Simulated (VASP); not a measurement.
# RuS2 (Fm-3m) in VASP: electric field gradients with PBE

Aim: the electric field gradients of RuS2 with PBE.

All numbers are computed with VASP 6.6.1; they aren't measurements. Logs are shortened: lines on timing, memory, paths and dates and some standing lists are left out, and cuts for length are marked.

## (1) The crystal as given

The structure is cubic, space group Fm-3m (No. 225). The conventional cell has a = 5.733 Å, b = 5.733 Å, c = 5.733 Å, α = 90.00°, β = 90.00°, γ = 90.00°. Around Ru (site symmetry m-3m) lie 8 S at 2.48 Å. S (site symmetry -43m) is surrounded by 4 Ru at 2.48 Å.

The cell comes from a database or a generator and needn't be the stable form of this composition.

## (2) Electric field gradients, PBE

File INCAR:

```
PREC     = Accurate       # precision mode
ENCUT    = 520            # plane-wave cutoff, eV
EDIFF    = 1E-8           # SCF threshold, eV
ISMEAR   = -1             # smearing method
SIGMA    = 0.03           # smearing width, eV
LREAL    = False          # projectors in reciprocal space
LASPH    = True           # aspherical terms in the spheres
NELM     = 60             # most SCF steps
ALGO     = Normal         # electronic algorithm
ISIF     = 2              # what is computed and relaxed
LWAVE    = False          # write WAVECAR
LCHARG   = False          # write CHGCAR
GGA      = PE             # functional
LEFG     = True         
NBANDS   = 20             # bands
```

File KPOINTS:

```
regular mesh
0
Gamma
  11 11 11
```

File POSCAR:

```
RuS2
1.0
    0.0000000000      2.8666412919      2.8666412919
    2.8666412919      0.0000000000      2.8666412919
    2.8666412919      2.8666412919      0.0000000000
Ru S
1 2
Direct
    0.0000000000      0.0000000000      0.0000000000
    0.2500000000      0.2500000000      0.2500000000
    0.7500000000      0.7500000000      0.7500000000
```

Potentials or basis: VASP PAW PBE potentials, release 64 (Ru_pv, S).

Run with:

```
$ cat potpaw_PBE.64/Ru_pv/POTCAR potpaw_PBE.64/S/POTCAR > POTCAR
$ mpirun -np 1 vasp_std > vasp.out
```

OUTCAR:

```text
PREC = Accurate
   ENCUT = 520
   EDIFF = 1E-8
   ISMEAR = -1
   LREAL = False
   LASPH = True
   NELM = 60
   ISIF = 2
   GGA = PE

 ion  position               nearest neighbor table
   1  0.000  0.000  0.000-   3 2.48   3 2.48   3 2.48   2 2.48   3 2.48   2 2.48   2 2.48   2 2.48

   2  0.250  0.250  0.250-   1 2.48   1 2.48   1 2.48   1 2.48
   3  0.750  0.750  0.750-   1 2.48   1 2.48   1 2.48   1 2.48

  LATTYP: Found a face centered cubic cell.
 ALAT       =     5.7332825838

  Lattice vectors:

 A1 = (   0.0000000000,   2.8666412919,   2.8666412919)
 A2 = (   2.8666412919,   0.0000000000,   2.8666412919)
 A3 = (   2.8666412919,   2.8666412919,   0.0000000000)

Analysis of symmetry for initial positions (statically):
=====================================================================
 Subroutine PRICEL returns:
 Original cell was already a primitive cell.

 Routine SETGRP: Setting up the symmetry group for a
 face centered cubic supercell.

 Subroutine GETGRP returns: Found 48 space group operations
 (whereof 48 operations were pure point group operations)
 out of a pool of 48 trial point group operations.

The static configuration has the point symmetry O_h .

Analysis of symmetry for dynamics (positions and initial velocities):
=====================================================================
 Subroutine PRICEL returns:
 Original cell was already a primitive cell.

 Routine SETGRP: Setting up the symmetry group for a
 face centered cubic supercell.

 Subroutine GETGRP returns: Found 48 space group operations
 (whereof 48 operations were pure point group operations)
 out of a pool of 48 trial point group operations.

The dynamic configuration has the point symmetry O_h .

 Subroutine INISYM returns: Found 48 space group operations
 (whereof 48 operations are pure point group operations),
 and found     1 'primitive' translations

----------------------------------------------------------------------------------------

                                     Primitive cell

  volume of cell :      47.1140

  direct lattice vectors                    reciprocal lattice vectors
     0.000000000  2.866641292  2.866641292    -0.174420149  0.174420149  0.174420149
[... 131 lines left out ...]
  ext. energy  EPLUGINS =         0.00000000
  ---------------------------------------------------
  free energy    TOTEN  =       -17.97261937 eV

  energy without entropy =      -17.96949174  energy(sigma->0) =      -17.97105556

 E-fermi :   9.0833     XC(G=0): -11.5382

 val. band max:        9.0759002904   @ k =   0.3636   0.0000   0.0000
 cond. band min:       9.0999266002   @ k =  -0.2727   0.4545   0.1818
 fundamental gap:      0.0240263098
 Fermi energy:         9.0833338080

 k-point     1 :       0.0000    0.0000    0.0000
  band No.  band energies     occupation
      1     -34.0683      2.00000
      2     -34.0683      2.00000
      3     -34.0683      2.00000
      4      -7.1952      2.00000
      5      -2.0144      2.00000
      6       2.2090      2.00000
[... 541 lines left out ...]
     19      17.0270      0.00000
     20      17.5139      0.00000

 [... further k-points ...]

------------------------ aborting loop because EDIFF is reached ----------------------------------------

  FORCE on cell =-STRESS in cart. coord.  units (eV):
  Direction    XX          YY          ZZ          XY          YZ          ZX
  --------------------------------------------------------------------------------------
  -------------------------------------------------------------------------------------
  Total       -0.0524368     -0.0524368     -0.0524368     -0.0000000     -0.0000000      0.0000000
  in kB       -1.7831855     -1.7831855     -1.7831855     -0.0000000     -0.0000000      0.0000000
  external PRESSURE =      -1.7831855 kB  Pullay stress =       0.0000000 kB

 VOLUME and BASIS-vectors are now :
 -----------------------------------------------------------------------------
  energy-cutoff  :      520.00
  volume of cell :       47.11
      direct lattice vectors                 reciprocal lattice vectors
     0.000000000  2.866641292  2.866641292    -0.174420149  0.174420149  0.174420149
     2.866641292  0.000000000  2.866641292     0.174420149 -0.174420149  0.174420149
     2.866641292  2.866641292  0.000000000     0.174420149  0.174420149 -0.174420149

 POSITION                                       TOTAL-FORCE (eV/Angst)
 -----------------------------------------------------------------------------------
      0.00000      0.00000      0.00000         0.000000      0.000000      0.000000
      1.43332      1.43332      1.43332         0.000000      0.000000     -0.000000
      4.29996      4.29996      4.29996        -0.000000     -0.000000      0.000000
 -----------------------------------------------------------------------------------
    total drift:                                0.000000     -0.000000     -0.000000

  FREE ENERGIE OF THE ION-ELECTRON SYSTEM (eV)
  ---------------------------------------------------
  free  energy   TOTEN  =       -17.9726193736 eV

  energy  without entropy=      -17.9694917406  energy(sigma->0) =      -17.97105556

 Electric field gradients (V/A^2)
---------------------------------------------------------------------
 ion       V_xx      V_yy      V_zz      V_xy      V_xz      V_yz
---------------------------------------------------------------------
   1      -0.000     0.000     0.000     0.001     0.001     0.001
   2       0.000    -0.000    -0.000    -0.000    -0.000    -0.000
   3       0.000     0.000    -0.000    -0.000    -0.000    -0.000
---------------------------------------------------------------------

 Electric field gradients after diagonalization (V/A^2)
 (convention: |V_zz| > |V_xx| > |V_yy|)
----------------------------------------------------------------------
 ion       V_xx      V_yy      V_zz     asymmetry (V_yy - V_xx)/ V_zz
----------------------------------------------------------------------
   1      -0.001    -0.001     0.001       0.000
   2       0.000     0.000    -0.001       0.000
   3       0.000     0.000    -0.001       0.000
----------------------------------------------------------------------

           NMR quadrupolar parameters

 Cq : quadrupolar parameter    Cq=e*Q*V_zz/h
 eta: asymmetry parameters     (V_yy - V_xx)/ V_zz
 Q  : nuclear electric quadrupole moment in mb (millibarn)
----------------------------------------------------------------------
 ion       Cq(MHz)       eta       Q (mb)
----------------------------------------------------------------------
   1       0.000       0.000       1.000
   2      -0.000       0.000       1.000
   3      -0.000       0.000       1.000
----------------------------------------------------------------------
```

Run time: 32 s. Hardware: 1 thread of AMD EPYC 9R45 (Zen 5), shared host; peak memory 0.17 GiB.

Results:

* Free energy: -17.9726 eV
* Pressure: -0.2 GPa
* Band gap on the k mesh: none (metal or under the smearing width)

Levels at points of the mesh, in eV from the Fermi level:
```tsv
k point	band 11	band 12	band 13	band 14	band 15	band 16
(0.00, 0.00, 0.00)	-0.86	-0.86	-0.86	2.30	2.30	2.30
```

Electric field gradients, principal values (V/Å²):
| atom | Vxx | Vyy | Vzz |
| --- | --- | --- | --- |
| 1 Ru | -0.001 | -0.001 | 0.001 |
| 2 S | 0.000 | 0.000 | -0.001 |
| 3 S | 0.000 | 0.000 | -0.001 |
